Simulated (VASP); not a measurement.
# Rb (Fm-3m) in VASP: a series of runs

Runs on Rb. Level: revPBE. Tasks: single point, relaxation of cell and atoms.

Everything below comes from runs of VASP 6.6.1. Logs are shortened: lines on timing, memory, paths and dates and some standing lists are left out, and cuts for length are marked.

## (1) The structure

The structure is cubic, space group Fm-3m (No. 225). The conventional cell has a = 7.361 Å, b = 7.361 Å, c = 7.361 Å, α = 90.00°, β = 90.00°, γ = 90.00°.

This isn't the form of Rb at room conditions, which is bcc.

## (2) Single point, revPBE

Contents of INCAR:

```
SYSTEM = Rb
PREC = Accurate
ENCUT = 520
EDIFF = 1E-7
ISMEAR = -1
SIGMA = 0.1
LREAL = .FALSE.
LASPH = .TRUE.
NELM = 80
ALGO = Normal
ISIF = 2
LWAVE = .FALSE.
LCHARG = .FALSE.
GGA = RE
NBANDS = 10
```

Contents of KPOINTS:

```
regular mesh
0
G
  12 12 12
  0 0 0
```

Contents of POSCAR:

```
Rb
1.0
    0.0000000000      3.6804735160      3.6804735160
    3.6804735160      0.0000000000      3.6804735160
    3.6804735160      3.6804735160      0.0000000000
Rb
1
Direct
    0.0000000000      0.0000000000      0.0000000000
```

Potentials or basis: VASP PAW PBE potentials, release 64 (Rb_sv).

The run is started by

```
$ cat potpaw_PBE.64/Rb_sv/POTCAR > POTCAR
$ mpirun -np 1 vasp_std > vasp.out
```

OUTCAR:

```text
SYSTEM = Rb
   PREC = Accurate
   ENCUT = 520
   EDIFF = 1E-7
   ISMEAR = -1
   LREAL = .FALSE.
   LASPH = .TRUE.
   NELM = 80
   ISIF = 2
   GGA = RE

 ion  position               nearest neighbor table
   1  0.000  0.000  0.000-

  LATTYP: Found a face centered cubic cell.
 ALAT       =     7.3609470320

  Lattice vectors:

 A1 = (   0.0000000000,   3.6804735160,   3.6804735160)
 A2 = (   3.6804735160,   0.0000000000,   3.6804735160)
 A3 = (   3.6804735160,   3.6804735160,   0.0000000000)

Analysis of symmetry for initial positions (statically):
=====================================================================
 Subroutine PRICEL returns:
 Original cell was already a primitive cell.

 Routine SETGRP: Setting up the symmetry group for a
 face centered cubic supercell.

 Subroutine GETGRP returns: Found 48 space group operations
 (whereof 48 operations were pure point group operations)
 out of a pool of 48 trial point group operations.

The static configuration has the point symmetry O_h .

Analysis of symmetry for dynamics (positions and initial velocities):
=====================================================================
 Subroutine PRICEL returns:
 Original cell was already a primitive cell.

 Routine SETGRP: Setting up the symmetry group for a
 face centered cubic supercell.

 Subroutine GETGRP returns: Found 48 space group operations
 (whereof 48 operations were pure point group operations)
 out of a pool of 48 trial point group operations.

The dynamic configuration has the point symmetry O_h .

 Subroutine INISYM returns: Found 48 space group operations
 (whereof 48 operations are pure point group operations),
 and found     1 'primitive' translations

----------------------------------------------------------------------------------------

                                     Primitive cell

  volume of cell :      99.7105

  direct lattice vectors                    reciprocal lattice vectors
     0.000000000  3.680473516  3.680473516    -0.135852085  0.135852085  0.135852085
     3.680473516  0.000000000  3.680473516     0.135852085 -0.135852085  0.135852085
     3.680473516  3.680473516  0.000000000     0.135852085  0.135852085 -0.135852085

  length of vectors
     5.204975562  5.204975562  5.204975562     0.235302713  0.235302713  0.235302713

  position of ions in fractional coordinates (direct lattice)
     0.000000000  0.000000000  0.000000000

  ion indices of the primitive-cell ions
   primitive index   ion index
                 1           1

----------------------------------------------------------------------------------------

 KPOINTS: regular mesh

Automatic generation of k-mesh.
 Grid dimensions read from file:
 generate k-points for:   12   12   12

 Generating k-lattice:

  Cartesian coordinates                     Fractional coordinates (reciprocal lattice)
    -0.011321007  0.011321007  0.011321007     0.083333333  0.000000000  0.000000000
     0.011321007 -0.011321007  0.011321007     0.000000000  0.083333333  0.000000000
     0.011321007  0.011321007 -0.011321007     0.000000000  0.000000000  0.083333333

  Length of vectors
     0.019608559  0.019608559  0.019608559

  Shift w.r.t. Gamma in fractional coordinates (k-lattice)
     0.000000000  0.000000000  0.000000000

 Subroutine IBZKPT returns following result:
 ===========================================

 Found     72 irreducible k-points:

 Following reciprocal coordinates:
            Coordinates               Weight
  0.000000  0.000000  0.000000      1.000000
  0.083333  0.000000  0.000000      8.000000
  0.166667  0.000000  0.000000      8.000000
  0.250000  0.000000  0.000000      8.000000
  0.333333  0.000000  0.000000      8.000000
  0.416667  0.000000  0.000000      8.000000
[... 16 lines left out ...]
  0.500000  0.166667  0.000000     24.000000
 -0.416667  0.166667  0.000000     24.000000
 [... further k-points ...]
   k-points           NKPTS =     72   k-points in BZ     NKDIM =     72   number of bands    NBANDS=     10
   number of dos      NEDOS =    301   number of ions     NIONS =      1
   total plane-waves  NPLWV =  64000
   dimension x,y,z NGX =    40 NGY =   40 NGZ =   40
   dimension x,y,z NGXF=    80 NGYF=   80 NGZF=   80
   ions per type =               1
   NGX,Y,Z   is equivalent  to a cutoff of  12.78, 12.78, 12.78 a.u.
   NGXF,Y,Z  is equivalent  to a cutoff of  25.55, 25.55, 25.55 a.u.
 SYSTEM =  Rb
   PREC   = accura    normal or accurate (medium, high low for compatibility)
   ISTART =      0    job   : 0-new  1-cont  2-samecut
   ICHARG =      2    charge: 1-file 2-atom 10-const
   ISPIN  =      1    spin polarized calculation?
   LNONCOLLINEAR =      F non collinear calculations
   LSORBIT =      F    spin-orbit coupling
   LASPH  =      T    aspherical Exc in radial PAW
   ENCUT  =  520.0 eV  38.22 Ry    6.18 a.u.   9.68  9.68  9.68*2*pi/ulx,y,z
   NELM   =     80;   NELMIN=  2; NELMDL= -5     # of ELM steps
   EDIFF  = 0.1E-06   stopping-criterion for ELM
   LREAL  =      F    real-space projection
   EDIFFG = 0.1E-05   stopping-criterion for IOM
   NSW    =      0    number of steps for IOM
   IBRION =     -1    ionic relax: 0-MD 1-quasi-New 2-CG
   NFREE  =      0    steps in history (QN), initial steepest desc. (CG)
   ISIF   =      2    stress and relaxation
   ISYM   =      2    0-nonsym 1-usesym 2-fastsym
   POTIM  = 0.5000    time-step for ionic-motion
   TEBEG  =    0.0;   TEEND  =   0.0 temperature during run
   PSTRESS=    0.0 pullay stress
   NELECT =       9.0000    total number of electrons
   NUPDOWN=      -1.0000    fix difference up-down
   EMIN   =  10.00;   EMAX   =-10.00  energy-range for DOS
   EFERMI =   0.00;   METHOD = LEGACY
   ISMEAR =    -1;   SIGMA  =   0.10  broadening in eV -4-tet -1-fermi 0-gaus
   EFERMI_NEDOS =   21; number of points for ismear=-14 and -15
   IALGO  =     38    algorithm
   IMIX   =      4    mixing-type and parameters
     AMIX     =   0.40;   BMIX     =  1.00
     AMIX_MAG =   1.60;   BMIX_MAG =  1.00
  volume/ion in A,a.u.               =      99.71       672.88
  Fermi-wavevector in a.u.,A,eV,Ry     =   0.734359  1.387738  7.337400  0.539284
  Thomas-Fermi vector in A             =   1.827293
   LORBIT       =      0    0 simple, 1 ext, 2 COOP (PROOUT), +10 PAW based schemes
   GGA     = RE    functional components
   LHFCALC =     F    Hartree Fock is set to
   AEXX    =    0.0000 exact exchange contribution
   IVDW    =     0    specifies the selected vdW correction
   LEPSILON=     F    determine dielectric tensor
   LRPA    =     F    only Hartree local field effects (RPA)
 non-spin polarized calculation
  energy-cutoff  :      520.00
  volume of cell :       99.71
 maximum number of plane-waves:      2733
   NGX = 19   NGY = 19   NGZ = 19

 number of electron       9.0000000 magnetization

 Free energy of the ion-electron system (eV)
  ---------------------------------------------------
  ext. energy  EPLUGINS =         0.00000000
  ---------------------------------------------------
  free energy    TOTEN  =        -0.85006430 eV

  energy without entropy =       -0.81960873  energy(sigma->0) =       -0.83483651

 E-fermi :  -0.0785     XC(G=0):  -5.1393

 val. band max:       -0.0931750488   @ k =  -0.4167   0.0833   0.0000
 cond. band min:      -0.0045375759   @ k =   0.5000   0.3333   0.0833
 fundamental gap:      0.0886374730
 Fermi energy:        -0.0785410496

 k-point     1 :       0.0000    0.0000    0.0000
  band No.  band energies     occupation
      1     -29.0732      2.00000
      2     -13.1308      2.00000
      3     -13.1308      2.00000
      4     -13.1308      2.00000
      5      -1.9192      2.00000
      6       3.4715      0.00000
      7       3.4715      0.00000
      8       3.4715      0.00000
      9       4.7317      0.00000
     10       4.7317      0.00000

 k-point     2 :       0.0833    0.0000    0.0000
  band No.  band energies     occupation
      1     -29.0731      2.00000
      2     -13.1353      2.00000
      3     -13.1314      2.00000
      4     -13.1314      2.00000
      5      -1.8480      2.00000
      6       3.2484      0.00000
      7       3.5018      0.00000
      8       3.5018      0.00000
      9       4.6394      0.00000
     10       4.6394      0.00000

 k-point     3 :       0.1667    0.0000    0.0000
  band No.  band energies     occupation
      1     -29.0726      2.00000
      2     -13.1475      2.00000
      3     -13.1331      2.00000
      4     -13.1331      2.00000
      5      -1.6383      2.00000
      6       2.7586      0.00000
      7       3.5529      0.00000
      8       3.5529      0.00000
      9       4.5037      0.00000
     10       4.5037      0.00000

 k-point     4 :       0.2500    0.0000    0.0000
  band No.  band energies     occupation
      1     -29.0721      2.00000
      2     -13.1641      2.00000
      3     -13.1354      2.00000
      4     -13.1354      2.00000
      5      -1.3009      1.99999
      6       2.1816      0.00000
      7       3.5211      0.00000
      8       3.5211      0.00000
      9       4.5592      0.00000
     10       4.5592      0.00000
[... 222 lines left out ...]
 k-point    22 :       0.4167    0.1667    0.0000
  band No.  band energies     occupation
      1     -29.0710      2.00000
      2     -13.1830      2.00000
      3     -13.1462      2.00000
      4     -13.1438      2.00000
      5      -0.4631      1.95815
      6       1.4738      0.00000
      7       2.7161      0.00000
      8       3.4803      0.00000
      9       4.2569      0.00000
     10       5.4259      0.00000

 k-point    23 :       0.5000    0.1667    0.0000
  band No.  band energies     occupation
      1     -29.0707      2.00000
      2     -13.1901      2.00000
      3     -13.1497      2.00000
      4     -13.1438      2.00000
      5       0.0745      0.35597
      6       0.8953      0.00012
      7       2.6089      0.00000
      8       3.4247      0.00000
      9       4.3531      0.00000
     10       5.4760      0.00000

 k-point    24 :      -0.4167    0.1667    0.0000
  band No.  band energies     occupation
      1     -29.0707      2.00000
      2     -13.1907      2.00000
      3     -13.1519      2.00000
      4     -13.1425      2.00000
      5       0.2535      0.06976
      6       0.7170      0.00070
      7       2.5427      0.00000
      8       3.4228      0.00000
      9       4.5106      0.00000
     10       5.2234      0.00000

 [... further k-points ...]

------------------------ aborting loop because EDIFF is reached ----------------------------------------

  FORCE on cell =-STRESS in cart. coord.  units (eV):
  Direction    XX          YY          ZZ          XY          YZ          ZX
  --------------------------------------------------------------------------------------
  -------------------------------------------------------------------------------------
  Total        0.0007425      0.0007425      0.0007425     -0.0000000     -0.0000000      0.0000000
  in kB        0.0119304      0.0119304      0.0119304     -0.0000000     -0.0000000      0.0000000
  external PRESSURE =       0.0119304 kB  Pullay stress =       0.0000000 kB

 VOLUME and BASIS-vectors are now :
 -----------------------------------------------------------------------------
  energy-cutoff  :      520.00
  volume of cell :       99.71
      direct lattice vectors                 reciprocal lattice vectors
     0.000000000  3.680473516  3.680473516    -0.135852085  0.135852085  0.135852085
     3.680473516  0.000000000  3.680473516     0.135852085 -0.135852085  0.135852085
     3.680473516  3.680473516  0.000000000     0.135852085  0.135852085 -0.135852085

 POSITION                                       TOTAL-FORCE (eV/Angst)
 -----------------------------------------------------------------------------------
      0.00000      0.00000      0.00000         0.000000      0.000000      0.000000
 -----------------------------------------------------------------------------------
    total drift:                               -0.000000     -0.000000     -0.000000

  FREE ENERGIE OF THE ION-ELECTRON SYSTEM (eV)
  ---------------------------------------------------
  free  energy   TOTEN  =        -0.8500642976 eV

  energy  without entropy=       -0.8196087296  energy(sigma->0) =       -0.83483651
```

It took 93 s on 1 thread of AMD EPYC 7R13 (Zen 3), shared host; peak memory 0.22 GiB.

Results:

```
Free energy            : -0.8501 eV
Pressure               : 0.0 GPa
Band gap on the k mesh : none (metal or under the smearing width)
```

Caveat: the PAW data sets were made with another functional, which shifts forces and pressure a little.

## (3) Single point, revPBE

Contents of INCAR:

```
ALGO = Normal
EDIFF = 1E-6
ENCUT = 520
GGA = RE
ISIF = 2
ISMEAR = -1
LASPH = True
LCHARG = False
LREAL = False
LWAVE = False
NBANDS = 10
NELM = 80
PREC = Accurate
SIGMA = 0.1
```

Contents of KPOINTS:

```
k-points
0
Gamma
  8 8 8
```

POSCAR is that of step 2.

Potentials or basis: VASP PAW PBE potentials, release 64 (Rb_sv).

The run is started by

```
$ cat potpaw_PBE.64/Rb_sv/POTCAR > POTCAR
$ mpirun -np 1 vasp_std > vasp.out
```

OUTCAR:

```text
EDIFF = 1E-6
   ENCUT = 520
   GGA = RE
   ISIF = 2
   ISMEAR = -1
   LASPH = True
   LREAL = False
   NELM = 80
   PREC = Accurate

 ion  position               nearest neighbor table
   1  0.000  0.000  0.000-

  LATTYP: Found a face centered cubic cell.
 ALAT       =     7.3609470320

  Lattice vectors:

 A1 = (   0.0000000000,   3.6804735160,   3.6804735160)
 A2 = (   3.6804735160,   0.0000000000,   3.6804735160)
 A3 = (   3.6804735160,   3.6804735160,   0.0000000000)

Analysis of symmetry for initial positions (statically):
=====================================================================
 Subroutine PRICEL returns:
 Original cell was already a primitive cell.

 Routine SETGRP: Setting up the symmetry group for a
 face centered cubic supercell.

 Subroutine GETGRP returns: Found 48 space group operations
 (whereof 48 operations were pure point group operations)
 out of a pool of 48 trial point group operations.

The static configuration has the point symmetry O_h .

Analysis of symmetry for dynamics (positions and initial velocities):
=====================================================================
 Subroutine PRICEL returns:
 Original cell was already a primitive cell.

 Routine SETGRP: Setting up the symmetry group for a
 face centered cubic supercell.

 Subroutine GETGRP returns: Found 48 space group operations
 (whereof 48 operations were pure point group operations)
 out of a pool of 48 trial point group operations.

The dynamic configuration has the point symmetry O_h .

 Subroutine INISYM returns: Found 48 space group operations
 (whereof 48 operations are pure point group operations),
 and found     1 'primitive' translations

----------------------------------------------------------------------------------------

[... 112 lines left out ...]
  Fermi-wavevector in a.u.,A,eV,Ry     =   0.734359  1.387738  7.337400  0.539284
  Thomas-Fermi vector in A             =   1.827293
   LORBIT       =      0    0 simple, 1 ext, 2 COOP (PROOUT), +10 PAW based schemes
   GGA     = RE    functional components
   LHFCALC =     F    Hartree Fock is set to
   AEXX    =    0.0000 exact exchange contribution
   IVDW    =     0    specifies the selected vdW correction
   LEPSILON=     F    determine dielectric tensor
   LRPA    =     F    only Hartree local field effects (RPA)
 non-spin polarized calculation
  energy-cutoff  :      520.00
  volume of cell :       99.71
 maximum number of plane-waves:      2733
   NGX = 19   NGY = 19   NGZ = 19

 number of electron       9.0000000 magnetization

 Free energy of the ion-electron system (eV)
  ---------------------------------------------------
  ext. energy  EPLUGINS =         0.00000000
  ---------------------------------------------------
  free energy    TOTEN  =        -0.84881753 eV

  energy without entropy =       -0.81603237  energy(sigma->0) =       -0.83242495

 E-fermi :  -0.0926     XC(G=0):  -5.1394

 val. band max:       -0.2020234287   @ k =   0.3750   0.3750   0.0000
 cond. band min:      -0.0235877216   @ k =   0.5000   0.3750   0.1250
 fundamental gap:      0.1784357071
 Fermi energy:        -0.0925824757

 k-point     1 :       0.0000    0.0000    0.0000
  band No.  band energies     occupation
      1     -29.0737      2.00000
      2     -13.1312      2.00000
      3     -13.1312      2.00000
      4     -13.1312      2.00000
      5      -1.9194      2.00000
      6       3.4713      0.00000
      7       3.4713      0.00000
      8       3.4713      0.00000
      9       4.7316      0.00000
     10       4.7316      0.00000
[... 287 lines left out ...]
 k-point    24 :      -0.3750    0.2500    0.1250
  band No.  band energies     occupation
      1     -29.0710      2.00000
      2     -13.1882      2.00000
      3     -13.1576      2.00000
      4     -13.1460      2.00000
      5       0.5434      0.00345
      6       0.6675      0.00100
      7       2.2952      0.00000
      8       3.2888      0.00000
      9       4.3493      0.00000
     10       5.3232      0.00000

 [... further k-points ...]

------------------------ aborting loop because EDIFF is reached ----------------------------------------

  FORCE on cell =-STRESS in cart. coord.  units (eV):
  Direction    XX          YY          ZZ          XY          YZ          ZX
  --------------------------------------------------------------------------------------
  -------------------------------------------------------------------------------------
  Total        0.0066809      0.0066809      0.0066809      0.0000000      0.0000000     -0.0000000
  in kB        0.1073507      0.1073507      0.1073507      0.0000000      0.0000000     -0.0000000
  external PRESSURE =       0.1073507 kB  Pullay stress =       0.0000000 kB

 VOLUME and BASIS-vectors are now :
 -----------------------------------------------------------------------------
  energy-cutoff  :      520.00
  volume of cell :       99.71
      direct lattice vectors                 reciprocal lattice vectors
     0.000000000  3.680473516  3.680473516    -0.135852085  0.135852085  0.135852085
     3.680473516  0.000000000  3.680473516     0.135852085 -0.135852085  0.135852085
     3.680473516  3.680473516  0.000000000     0.135852085  0.135852085 -0.135852085

 POSITION                                       TOTAL-FORCE (eV/Angst)
 -----------------------------------------------------------------------------------
      0.00000      0.00000      0.00000        -0.000000      0.000000     -0.000000
 -----------------------------------------------------------------------------------
    total drift:                               -0.000000     -0.000000     -0.000000

  FREE ENERGIE OF THE ION-ELECTRON SYSTEM (eV)
  ---------------------------------------------------
  free  energy   TOTEN  =        -0.8488175306 eV

  energy  without entropy=       -0.8160323652  energy(sigma->0) =       -0.83242495
```

It took 35 s on 1 thread of AMD EPYC 7R13 (Zen 3), shared host; peak memory 0.2 GiB.

Results:

| Quantity | Value |
| --- | --- |
| Free energy | -0.8488 eV |
| Pressure | 0.0 GPa |
| Band gap on the k mesh | none (metal or under the smearing width) |

Caveat: the PAW data sets were made with another functional, which shifts forces and pressure a little.

(Continued in part 2 of 2.)
